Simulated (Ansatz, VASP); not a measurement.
# Si in VASP and in Ansatz

```
Si
1.0
    -3.28050    3.28050    1.89640
     3.28050   -3.28050    1.89640
     3.28050    3.28050   -1.89640
Si
4
Cartesian
  -2.1074 2.1074 1.8964
  2.1074 -2.1074 1.8964
  2.1074 2.1074 1.8964
  1.1731 1.1731 0.0000
```

This isn't the form of Si at room conditions, which is diamond.

Alike in both runs: task single point; functional LDA; k mesh 8 × 8 × 8; occupations fermi-dirac, width 0.05 eV; no spin polarisation.

|  | VASP | Ansatz |
| --- | --- | --- |
| version | VASP 6.6.1 | Ansatz 0.2.0 |
| potentials or method | VASP PAW LDA potentials, release 64 (Si) | Ansatz PAW |
| plane-wave cutoff (eV) | 520 | 420 |
| valence electrons in the cell | 16 | 16 |

|  | VASP | Ansatz | Ansatz less VASP |
| --- | --- | --- | --- |
| gap on the k mesh at the Fermi level (eV) | 0.10 | 0.11 | +0.006 |
| least direct gap on the mesh (eV) | 0.24 | 0.24 | +0.002 |
| pressure (GPa) | 1.8 | 1.8 | -0.05 |
| rms of the force components (eV/Å) | 0.022 | 0.020 | -0.0017 |

Atom by atom the forces differ by 0.002 eV/Å (rms over components).

Caveats: the PAW data sets come from PBE, with cores solved anew for the run's functional, which leaves a small shift of forces and pressure (Ansatz).
